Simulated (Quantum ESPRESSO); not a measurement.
# MgS (P6_3mc) in Quantum ESPRESSO: further runs

One crystal, MgS, is run at these levels: r2SCAN; tasks: single point, equation of state.

Program: Quantum ESPRESSO 7.5. These are calculated values, not measurements. Logs are shortened: lines on timing, memory, paths and dates and some standing lists are left out, and cuts for length are marked.

### 1 The structure

Symmetry: P6_3mc, No. 186, hexagonal system. Conventional cell: a = 4.035 Å, b = 4.035 Å, c = 6.432 Å, α = 90.00°, β = 90.00°, γ = 120.00°. S (site symmetry 3m) has 4 Mg at 2.45 to 2.47 Å as nearest neighbours. Mg (site symmetry 3m) is surrounded by 4 S at 2.45 to 2.47 Å.

The cell comes from a database or a generator and needn't be the stable form of this composition.

### 2 Single point, r2SCAN, 21.31 Å³/atom

File pw.in:

```
&CONTROL
  calculation = 'scf'
  prefix = 'pwscf'
  outdir = './tmp'
  pseudo_dir = './pseudo'
  tprnfor = .true.
  tstress = .true.
  disk_io = 'nowf'
/
&SYSTEM
  ibrav = 0
  nat = 4
  ntyp = 2
  ecutwfc = 70
  nbnd = 24
  input_dft = 'r2scan'
  occupations = 'smearing'
  smearing = 'fd'
  degauss = 0.00367493
  nosym = .true.
  nr1 = 48
  nr2 = 48
  nr3 = 72
/
&ELECTRONS
  conv_thr = 1d-08
  electron_maxstep = 120
  mixing_beta = 0.5
/
ATOMIC_SPECIES
S     32.0600 S_ONCV_PBE-1.2.upf
Mg    24.3050 Mg_ONCV_PBE-1.2.upf
CELL_PARAMETERS angstrom
   3.9522600636    0.0000000000    0.0000000000
  -1.9761300318    3.4227576175    0.0000000000
   0.0000000000    0.0000000000    6.3009860259
ATOMIC_POSITIONS crystal
S      0.6666666667    0.3333333333    0.8792441500
S      0.3333333333    0.6666666667    0.3792441500
Mg     0.3333333333    0.6666666667    0.9957548500
Mg     0.6666666667    0.3333333333    0.4957548500
K_POINTS automatic
7 7 3 0 0 0
```

Potentials or basis: SG15 PBE 1.2.

Started as:

```
> OMP_NUM_THREADS=1 mpirun -n 2 pw.x -nk 2 -in pw.in > pw.out
```

pw.out:

```text
This program is part of the open-source Quantum ESPRESSO suite
     for quantum simulation of materials; please cite
         "P. Giannozzi et al., J. Phys.:Condens. Matter 21 395502 (2009);
         "P. Giannozzi et al., J. Phys.:Condens. Matter 29 465901 (2017);
         "P. Giannozzi et al., J. Chem. Phys. 152 154105 (2020);
     in publications or presentations arising from this work. More details at

     IMPORTANT: XC functional enforced from input :
     Exchange-correlation= R2SCAN
                           (   0   0   0   0   0 497 498)
     Any further DFT definition will be discarded
     Please, verify this is what you really want

     K-points division:     npool     =       2
     Subspace diagonalization in iterative solution of the eigenvalue problem:
     a serial algorithm will be used

     G-vector sticks info
     --------------------
     sticks:   dense  smooth     PW     G-vecs:    dense   smooth      PW
     Sum        1069    1069    313                45543    45543    7379

     Using Slab Decomposition

     bravais-lattice index     =            0
     lattice parameter (alat)  =       7.4687  a.u.
     unit-cell volume          =     575.2105 (a.u.)^3
     number of atoms/cell      =            4
     number of atomic types    =            2
     number of electrons       =        32.00
     number of Kohn-Sham states=           24
     kinetic-energy cutoff     =      70.0000  Ry
     charge density cutoff     =     280.0000  Ry
     scf convergence threshold =      1.0E-08
     mixing beta               =       0.5000
     number of iterations used =            8  plain     mixing
     Exchange-correlation= R2SCAN
                           (   0   0   0   0   0 497 498)

     celldm(1)=   7.468689  celldm(2)=   0.000000  celldm(3)=   0.000000
     celldm(4)=   0.000000  celldm(5)=   0.000000  celldm(6)=   0.000000

     crystal axes: (cart. coord. in units of alat)
               a(1) = (   1.000000   0.000000   0.000000 )
               a(2) = (  -0.500000   0.866025   0.000000 )
               a(3) = (   0.000000   0.000000   1.594274 )

     reciprocal axes: (cart. coord. in units 2 pi/alat)
               b(1) = (  1.000000  0.577350 -0.000000 )
               b(2) = (  0.000000  1.154701  0.000000 )
               b(3) = (  0.000000 -0.000000  0.627245 )

     PseudoPot. # 1 for S  read from file:
     S_ONCV_PBE-1.2.upf
     Pseudo is Norm-conserving, Zval =  6.0
     Generated using ONCVPSP code by D. R. Hamann
     Using radial grid of  602 points,  4 beta functions with:
                l(1) =   0
                l(2) =   0
                l(3) =   1
                l(4) =   1

     PseudoPot. # 2 for Mg read from file:
     Mg_ONCV_PBE-1.2.upf
     Pseudo is Norm-conserving, Zval = 10.0
     Generated using ONCVPSP code by D. R. Hamann
     Using radial grid of  602 points,  4 beta functions with:
                l(1) =   0
                l(2) =   0
                l(3) =   1
                l(4) =   1

     atomic species   valence    mass     pseudopotential
     S                 6.00    32.06000     S ( 1.00)
     Mg               10.00    24.30500     Mg( 1.00)

     No symmetry found

   Cartesian axes

     site n.     atom                  positions (alat units)
         1        S      tau(   1) = (   0.5000000   0.2886751   1.4017562  )
         2        S      tau(   2) = (  -0.0000000   0.5773503   0.6046191  )
         3        Mg     tau(   3) = (  -0.0000000   0.5773503   1.5875062  )
         4        Mg     tau(   4) = (   0.5000000   0.2886751   0.7903691  )

     number of k points=    74  Fermi-Dirac smearing, width (Ry)=  0.0037
                       cart. coord. in units 2pi/alat
        k(    1) = (   0.0000000   0.0000000   0.0000000), wk =   0.0136054
        k(    2) = (   0.0000000   0.0000000   0.2090816), wk =   0.0272109
        k(    3) = (   0.0000000   0.1649572   0.0000000), wk =   0.0272109
        k(    4) = (   0.0000000   0.1649572   0.2090816), wk =   0.0272109
        k(    5) = (   0.0000000   0.1649572  -0.2090816), wk =   0.0272109
        k(    6) = (   0.0000000   0.3299144   0.0000000), wk =   0.0272109
[... 66 lines left out ...]
        k(   73) = (   0.4285714   0.0824786   0.2090816), wk =   0.0272109
        k(   74) = (   0.4285714   0.0824786  -0.2090816), wk =   0.0272109

     Dense  grid:    45543 G-vectors     FFT dimensions: (  48,  48,  72)

     WARNING: libxc functional with ID  497 depends
      on external parameters: check the user_guide of
      QE if you need to modify them or to check their
      default values.

     WARNING: libxc functional with ID  498 depends
      on external parameters: check the user_guide of
      QE if you need to modify them or to check their
      default values.

     Initial potential from superposition of free atoms

     starting charge      31.8485, renormalised to      32.0000
     Starting wfcs are random

     Self-consistent Calculation

     iteration #  1     ecut=    70.00 Ry     beta= 0.50
     Davidson diagonalization with overlap
     ethr =  1.00E-02,  avg # of iterations =  8.7

     total energy              =    -258.74847170 Ry
     estimated scf accuracy    <      47.42605723 Ry

     iteration #  2     ecut=    70.00 Ry     beta= 0.50
     Davidson diagonalization with overlap
     ethr =  1.00E-02,  avg # of iterations =  1.0

     total energy              =    -258.89724243 Ry
     estimated scf accuracy    <      10.75368491 Ry

     iteration #  3     ecut=    70.00 Ry     beta= 0.50
     Davidson diagonalization with overlap
     ethr =  1.00E-02,  avg # of iterations =  1.0

     total energy              =    -258.90659205 Ry
     estimated scf accuracy    <       0.03551213 Ry

     iteration #  4     ecut=    70.00 Ry     beta= 0.50
     Davidson diagonalization with overlap
     ethr =  1.11E-04,  avg # of iterations =  4.2

     total energy              =    -258.90720979 Ry
     estimated scf accuracy    <       0.00252707 Ry

     iteration #  5     ecut=    70.00 Ry     beta= 0.50
     Davidson diagonalization with overlap
     ethr =  7.90E-06,  avg # of iterations =  5.3

     total energy              =    -258.90731542 Ry
     estimated scf accuracy    <       0.00004779 Ry

     iteration #  6     ecut=    70.00 Ry     beta= 0.50
     Davidson diagonalization with overlap
     ethr =  1.49E-07,  avg # of iterations =  3.1

     total energy              =    -258.90733608 Ry
     estimated scf accuracy    <       0.00000374 Ry

     iteration #  7     ecut=    70.00 Ry     beta= 0.50
     Davidson diagonalization with overlap
     ethr =  1.17E-08,  avg # of iterations =  2.0

     total energy              =    -258.90733654 Ry
     estimated scf accuracy    <       0.00000062 Ry

     iteration #  8     ecut=    70.00 Ry     beta= 0.50
     Davidson diagonalization with overlap
     ethr =  1.94E-09,  avg # of iterations =  2.0

     total energy              =    -258.90733659 Ry
     estimated scf accuracy    <       0.00000003 Ry

     iteration #  9     ecut=    70.00 Ry     beta= 0.50
     Davidson diagonalization with overlap
     ethr =  1.06E-10,  avg # of iterations =  2.2

     total energy              =    -258.90733659 Ry
     estimated scf accuracy    <       0.00000001 Ry

     iteration # 10     ecut=    70.00 Ry     beta= 0.50
     Davidson diagonalization with overlap
     ethr =  4.44E-11,  avg # of iterations =  1.0

     End of self-consistent calculation

          k = 0.0000 0.0000 0.0000 (  5659 PWs)   bands (ev):

   -73.0147 -73.0146 -37.8162 -37.8123 -37.8032 -37.8032 -37.8025 -37.8025
    -8.3728  -7.5297   0.3549   3.2009   3.2009   3.6433   3.6433   3.8234
     8.1872   9.4178  12.1594  12.1594  12.9852  13.2680  13.2680  13.9155

          k = 0.0000 0.0000 0.2091 (  5672 PWs)   bands (ev):

   -73.0148 -73.0145 -37.8152 -37.8132 -37.8031 -37.8031 -37.8027 -37.8027
    -8.1873  -7.7697   1.0480   2.6733   3.3061   3.3061   3.5272   3.5272
     9.2290   9.6643  12.1062  12.1062  12.4271  12.6221  12.6221  12.9758

          k = 0.0000 0.1650 0.0000 (  5685 PWs)   bands (ev):

   -73.0148 -73.0146 -37.8160 -37.8124 -37.8037 -37.8034 -37.8031 -37.8026
    -8.2595  -7.4741   0.5277   2.5827   3.0221   3.0286   3.5980   3.7357
     8.9376  10.0534  11.5940  12.2963  12.6666  12.9853  13.3306  13.4127

          k = 0.0000 0.1650 0.2091 (  5665 PWs)   bands (ev):

   -73.0147 -73.0146 -37.8151 -37.8133 -37.8035 -37.8032 -37.8032 -37.8028
    -8.0846  -7.6949   1.1040   2.3314   2.8305   3.1597   3.3454   3.4434
     9.6637  10.3098  11.4759  11.6646  12.3802  12.5511  13.0988  13.4595

          k = 0.0000 0.1650-0.2091 (  5665 PWs)   bands (ev):

   -73.0147 -73.0146 -37.8151 -37.8133 -37.8035 -37.8032 -37.8032 -37.8028
    -8.0846  -7.6949   1.1040   2.3314   2.8305   3.1597   3.3454   3.4434
     9.6637  10.3098  11.4759  11.6646  12.3802  12.5511  13.0988  13.4595

          k = 0.0000 0.3299 0.0000 (  5679 PWs)   bands (ev):

   -73.0147 -73.0146 -37.8154 -37.8127 -37.8048 -37.8043 -37.8037 -37.8029
    -7.9689  -7.3616   0.9956   1.4750   2.0049   2.7159   3.4342   3.4587
     9.6545  10.1594  10.7910  12.2288  12.5081  12.8075  13.4800  14.2606

          k = 0.0000 0.3299 0.2091 (  5678 PWs)   bands (ev):

   -73.0147 -73.0146 -37.8148 -37.8135 -37.8046 -37.8043 -37.8035 -37.8031
    -7.8279  -7.5252   0.9719   1.4458   2.3071   2.8804   3.2489   3.2529
     9.4136  10.0866  11.1807  11.8180  12.8634  13.1128  13.6539  14.2327

          k = 0.0000 0.3299-0.2091 (  5678 PWs)   bands (ev):

   -73.0147 -73.0146 -37.8148 -37.8135 -37.8046 -37.8043 -37.8035 -37.8031
    -7.8279  -7.5252   0.9719   1.4458   2.3071   2.8804   3.2489   3.2529
     9.4136  10.0866  11.1807  11.8180  12.8634  13.1128  13.6539  14.2327
[... 367 lines left out ...]
          k = 0.4286-0.0825 0.2091 (  5698 PWs)   bands (ev):

   -73.0148 -73.0147 -37.8146 -37.8136 -37.8051 -37.8049 -37.8039 -37.8034
    -7.6418  -7.4254   0.7958   1.0541   2.2481   2.5448   2.8104   3.3244
     9.5428  10.1466  11.0173  12.0861  12.2615  12.9689  13.7782  14.5004

          k = 0.4286-0.0825-0.2091 (  5698 PWs)   bands (ev):

   -73.0148 -73.0147 -37.8146 -37.8136 -37.8051 -37.8049 -37.8039 -37.8034
    -7.6418  -7.4254   0.7958   1.0541   2.2481   2.5448   2.8104   3.3244
     9.5428  10.1466  11.0173  12.0861  12.2615  12.9689  13.7782  14.5004

          k = 0.4286 0.0825 0.0000 (  5693 PWs)   bands (ev):

   -73.0148 -73.0146 -37.8149 -37.8131 -37.8053 -37.8049 -37.8040 -37.8032
    -7.7473  -7.3147   1.0769   1.4053   1.5695   2.3453   3.0571   3.1329
     9.8781  10.1544  10.9474  12.1109  12.1333  13.1537  13.5913  14.9943

          k = 0.4286 0.0825 0.2091 (  5698 PWs)   bands (ev):

   -73.0148 -73.0147 -37.8146 -37.8136 -37.8051 -37.8049 -37.8039 -37.8034
    -7.6418  -7.4254   0.7958   1.0541   2.2481   2.5448   2.8104   3.3244
     9.5428  10.1466  11.0173  12.0861  12.2615  12.9689  13.7782  14.5004

          k = 0.4286 0.0825-0.2091 (  5698 PWs)   bands (ev):

   -73.0148 -73.0147 -37.8146 -37.8136 -37.8051 -37.8049 -37.8039 -37.8034
    -7.6418  -7.4254   0.7958   1.0541   2.2481   2.5448   2.8104   3.3244
     9.5428  10.1466  11.0173  12.0861  12.2615  12.9689  13.7782  14.5004

     the Fermi energy is     5.3627 ev

!    total energy              =    -258.90733660 Ry
     estimated scf accuracy    <          3.4E-10 Ry
     smearing contrib. (-TS)   =      -0.00000000 Ry
     internal energy E=F+TS    =    -258.90733660 Ry

     The total energy is F=E-TS. E is the sum of the following terms:
     one-electron contribution =    -164.38509031 Ry
     hartree contribution      =      80.10830427 Ry
     xc contribution           =     -37.45727081 Ry
     ewald contribution        =    -137.17327974 Ry

     convergence has been achieved in  10 iterations

     Forces acting on atoms (cartesian axes, Ry/au):

     atom    1 type  1   force =     0.00000013   -0.00000002   -0.00183584
     atom    2 type  1   force =     0.00000002    0.00000025   -0.00183510
     atom    3 type  2   force =     0.00000023   -0.00000017    0.00183261
     atom    4 type  2   force =    -0.00000038   -0.00000006    0.00183832

     Total force =     0.003671     Total SCF correction =     0.000014

     Computing stress (Cartesian axis) and pressure

          total   stress  (Ry/bohr**3)                   (kbar)     P=       46.15
   0.00032741  -0.00000000   0.00000000           48.16       -0.00        0.00
  -0.00000000   0.00032741   0.00000000           -0.00       48.16        0.00
   0.00000000   0.00000000   0.00028640            0.00        0.00       42.13

=------------------------------------------------------------------------------=
   JOB DONE.
=------------------------------------------------------------------------------=
```

Run time: 3.9 min. Hardware: 2 MPI ranks of Intel Xeon 6975P-C (Granite Rapids), shared host; peak memory 0.4 GiB.

Results:

| Item | Value |
| --- | --- |
| Free energy | -3522.6138 eV |
| Pressure | 4.6 GPa |
| Largest force | 0.047 eV/Å |
| Band gap on the k mesh | 4.36 eV, direct |

Caveat: the potentials were made for another functional, which shifts forces and pressure.

### 3 Single point, r2SCAN, 21.76 Å³/atom

pw.in: that of step 2 with these lines changed.

```diff
@@ -33,5 +33,5 @@
 CELL_PARAMETERS angstrom
-   3.9522600636    0.0000000000    0.0000000000
-  -1.9761300318    3.4227576175    0.0000000000
-   0.0000000000    0.0000000000    6.3009860259
+   3.9800937980    0.0000000000    0.0000000000
+  -1.9900468990    3.4468623386    0.0000000000
+   0.0000000000    0.0000000000    6.3453606289
 ATOMIC_POSITIONS crystal
```

Potentials or basis: SG15 PBE 1.2.

Started as:

```
> OMP_NUM_THREADS=1 mpirun -n 2 pw.x -nk 2 -in pw.in > pw.out
```

Run time: 3.7 min. Hardware: 2 MPI ranks of Intel Xeon 6975P-C (Granite Rapids), shared host; peak memory 0.4 GiB.

Results (log left out):

```
Free energy            : -3522.6596 eV
Pressure               : 3.0 GPa
Largest force          : 0.049 eV/Å
Band gap on the k mesh : 4.25 eV, direct
```

Caveat: the potentials were made for another functional, which shifts forces and pressure.

### 4 Single point, r2SCAN, 22.22 Å³/atom

pw.in: that of step 3 with these lines changed.

```diff
@@ -33,5 +33,5 @@
 CELL_PARAMETERS angstrom
-   3.9800937980    0.0000000000    0.0000000000
-  -1.9900468990    3.4468623386    0.0000000000
-   0.0000000000    0.0000000000    6.3453606289
+   4.0075435882    0.0000000000    0.0000000000
+  -2.0037717941    3.4706345542    0.0000000000
+   0.0000000000    0.0000000000    6.3891231196
 ATOMIC_POSITIONS crystal
```

Started as:

```
> OMP_NUM_THREADS=1 mpirun -n 2 pw.x -nk 2 -in pw.in > pw.out
```

It took 3.8 min on 2 MPI ranks of Intel Xeon 6975P-C (Granite Rapids), shared host; peak memory 0.4 GiB.

It converged, with:

```
Free energy            : -3522.6886 eV
Pressure               : 1.6 GPa
Largest force          : 0.051 eV/Å
Band gap on the k mesh : 4.14 eV, direct
```

Caveat: the potentials were made for another functional, which shifts forces and pressure.

### 5 Single point, r2SCAN, 22.67 Å³/atom

pw.in: that of step 4 with these lines changed.

```diff
@@ -33,5 +33,5 @@
 CELL_PARAMETERS angstrom
-   4.0075435882    0.0000000000    0.0000000000
-  -2.0037717941    3.4706345542    0.0000000000
-   0.0000000000    0.0000000000    6.3891231196
+   4.0346224068    0.0000000000    0.0000000000
+  -2.0173112034    3.4940854990    0.0000000000
+   0.0000000000    0.0000000000    6.4322941800
 ATOMIC_POSITIONS crystal
```

Started as:

```
> OMP_NUM_THREADS=1 mpirun -n 2 pw.x -nk 2 -in pw.in > pw.out
```

Wall time 3.8 min (2 MPI ranks of Intel Xeon 6975P-C (Granite Rapids), shared host); peak memory 0.42 GiB.

It converged, with:

```yaml
Free_energy: -3522.7021 eV
Pressure: 0.3 GPa
Largest_force: 0.053 eV/Å
Band_gap_on_the_k_mesh: 4.04 eV, direct
```

Caveat: the potentials were made for another functional, which shifts forces and pressure.

### 6 Single point, r2SCAN, 23.12 Å³/atom

pw.in: that of step 5 with these lines changed.

```diff
@@ -33,5 +33,5 @@
 CELL_PARAMETERS angstrom
-   4.0346224068    0.0000000000    0.0000000000
-  -2.0173112034    3.4940854990    0.0000000000
-   0.0000000000    0.0000000000    6.4322941800
+   4.0613425392    0.0000000000    0.0000000000
+  -2.0306712696    3.5172258124    0.0000000000
+   0.0000000000    0.0000000000    6.4748933962
 ATOMIC_POSITIONS crystal
```

Potentials or basis: SG15 PBE 1.2.

Started as:

```
> OMP_NUM_THREADS=1 mpirun -n 2 pw.x -nk 2 -in pw.in > pw.out
```

Wall time 3.5 min (2 MPI ranks of Intel Xeon 6975P-C (Granite Rapids), shared host); peak memory 0.42 GiB.

Results (log left out):

- Free energy: -3522.7017 eV
- Pressure: -0.8 GPa
- Largest force: 0.054 eV/Å
- Band gap on the k mesh: 3.94 eV, direct

Caveat: the potentials were made for another functional, which shifts forces and pressure.

### 7 Single point, r2SCAN, 23.58 Å³/atom

pw.in: that of step 6 with these lines changed.

```diff
@@ -33,5 +33,5 @@
 CELL_PARAMETERS angstrom
-   4.0613425392    0.0000000000    0.0000000000
-  -2.0306712696    3.5172258124    0.0000000000
-   0.0000000000    0.0000000000    6.4748933962
+   4.0877156323    0.0000000000    0.0000000000
+  -2.0438578162    3.5400655811    0.0000000000
+   0.0000000000    0.0000000000    6.5169393366
 ATOMIC_POSITIONS crystal
```

Started as:

```
> OMP_NUM_THREADS=1 mpirun -n 2 pw.x -nk 2 -in pw.in > pw.out
```

Wall time 3.7 min (2 MPI ranks of Intel Xeon 6975P-C (Granite Rapids), shared host); peak memory 0.4 GiB.

The run converged. Its results:

| Property | Result |
| --- | --- |
| Free energy | -3522.6887 eV |
| Pressure | -1.9 GPa |
| Largest force | 0.054 eV/Å |
| Band gap on the k mesh | 3.84 eV, direct |

Caveat: the potentials were made for another functional, which shifts forces and pressure.

### 8 Single point, r2SCAN, 24.03 Å³/atom

pw.in: that of step 7 with these lines changed.

```diff
@@ -33,5 +33,5 @@
 CELL_PARAMETERS angstrom
-   4.0877156323    0.0000000000    0.0000000000
-  -2.0438578162    3.5400655811    0.0000000000
-   0.0000000000    0.0000000000    6.5169393366
+   4.1137527396    0.0000000000    0.0000000000
+  -2.0568763698    3.5626143774    0.0000000000
+   0.0000000000    0.0000000000    6.5584496235
 ATOMIC_POSITIONS crystal
```

Started as:

```
> OMP_NUM_THREADS=1 mpirun -n 2 pw.x -nk 2 -in pw.in > pw.out
```

Wall time 3.8 min (2 MPI ranks of Intel Xeon 6975P-C (Granite Rapids), shared host); peak memory 0.42 GiB.

It converged, with:

```
Free energy            : -3522.6643 eV
Pressure               : -2.8 GPa
Largest force          : 0.053 eV/Å
Band gap on the k mesh : 3.74 eV, direct
```

Caveat: the potentials were made for another functional, which shifts forces and pressure.

### 9 Equation of state, r2SCAN

Potentials or basis: SG15 PBE 1.2.

This step only gathers the single runs of the series.

Results:

| Quantity | Value |
| --- | --- |
| Equilibrium volume | 22.88 Å³/atom |
| Bulk modulus at fixed shape and positions | 59 GPa |
| Pressure derivative of the bulk modulus | 4.0 |

Energy against volume, from the lowest point:
```
volume (Å³/atom)  energy (meV/atom)
          21.309              22.08
          21.763              10.62
          22.216               3.37
          22.670               0.00
          23.123               0.10
          23.576               3.35
          24.030               9.44
```

Caveat: the potentials were made for another functional, which shifts forces and pressure; the cell was scaled at fixed shape and fractional positions, which overstates the stiffness of a crystal with free parameters, most of all of layers and chains.
